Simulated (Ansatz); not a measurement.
MoP₄ (C2/c), generalised stacking fault

Level of theory: DFT PBEsol, scalar-relativistic, plane waves, PAW in Ansatz. Cutoff 420 eV, Γ-centred 8×7×4 k-points, Gaussian smearing of 0.15 eV. No spin polarisation. Energies are free energies at this smearing, counted from the undisturbed cell; pressure is positive in compression.

The undisturbed cell (relaxed at this level; it needn't be the usual structure):

```
Mo P
1.0
    -5.29378    0.00000   -0.00967
     2.03419    0.00000   -5.40800
     0.00000  -11.11443    0.00000
Mo P
4 16
Cartesian
  1.5256 -8.7153 -4.0560
  -1.1212 -3.1581 -4.0608
  0.5085 -10.0036 -1.3520
  -2.1383 -4.4464 -1.3568
  -0.5253 -2.7395 -1.7219
  -3.1722 -8.2967 -1.7267
  -3.7514 -2.7395 -0.9918
  -1.1045 -8.2967 -0.9869
  -2.7343 -4.8650 -3.6958
  -0.0874 -10.4222 -3.6910
  0.4918 -4.8650 -4.4259
  -2.1551 -10.4222 -4.4307
  0.4676 -1.3547 -4.3823
  -2.1793 -6.9119 -4.3872
  -2.7101 -1.3547 -3.7393
  -0.0632 -6.9119 -3.7345
  -3.7272 -6.2498 -1.0353
  -1.0803 -0.6926 -1.0305
  -0.5495 -6.2498 -1.6783
  -3.1964 -0.6926 -1.6832
```

The cut lies on the cell's a–b face, a (0 -1 0) plane (indices in the standard cell, whose axes needn't be the Cartesian ones shown) of area 28.65 Å², between layers 1.38 Å apart. Vector c is tilted by f times 1·a + 0·b (length 5.294 Å) with the atoms' Cartesian places fixed: one unrelaxed fault a cell. The cell is metallic on the mesh throughout.

```
     f  γ (mJ/m²) shear traction, the slope of γ along the slip (GPa)
0.0000          0                                                  0.0
0.1000       1014                                                 36.8
0.2000       3384                                                 42.8
0.4000       3415                                                -19.2
```

By symmetry 0.6000 repeats 0.4000, 0.8000 repeats 0.2000 in energy, with the opposite slope along the path.

Cost: 4 runs of about 11 core-minutes in all, on Intel Xeon 6975P-C (Granite Rapids) (shared hosts).